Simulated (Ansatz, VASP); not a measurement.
## Two plane-wave programs on Nb

```
Nb
1.0
    -1.63779    1.63779    1.63779
     1.63779   -1.63779    1.63779
     1.63779    1.63779   -1.63779
Nb
1
Direct
  0.00000 0.00000 0.00000
```

Alike in both runs: task relaxation of cell and atoms; functional PBEsol; k mesh 18 × 18 × 18; occupations gaussian, width 0.1 eV; no spin polarisation.

|  | VASP | Ansatz |
| --- | --- | --- |
| version | VASP 6.6.1 | Ansatz 0.2.0 |
| potentials or method | VASP PAW PBE potentials, release 64 (Nb_sv) | scalar-relativistic, plane waves, PAW |
| plane-wave cutoff (eV) | 600 | 420 |
| valence electrons in the cell | 13 | 13 |

Ansatz gave:

```
gap on the k mesh at the Fermi level, each at its own relaxed structure (eV) : none
relaxed volume (Å³/atom)                                                     : 17.52
relaxed cell length with the largest relative difference (Å)                 : 2.834
```

Problem. Estimate VASP's values.

Solution. gap on the k mesh at the Fermi level, each at its own relaxed structure (eV): none; relaxed volume (Å³/atom): 17.50; relaxed cell length with the largest relative difference (Å): 2.833.

A gap of «none» marks a metal or a gap that the smearing closes.

Caveats: the PAW data sets were made with another functional, which shifts forces and pressure a little (VASP).
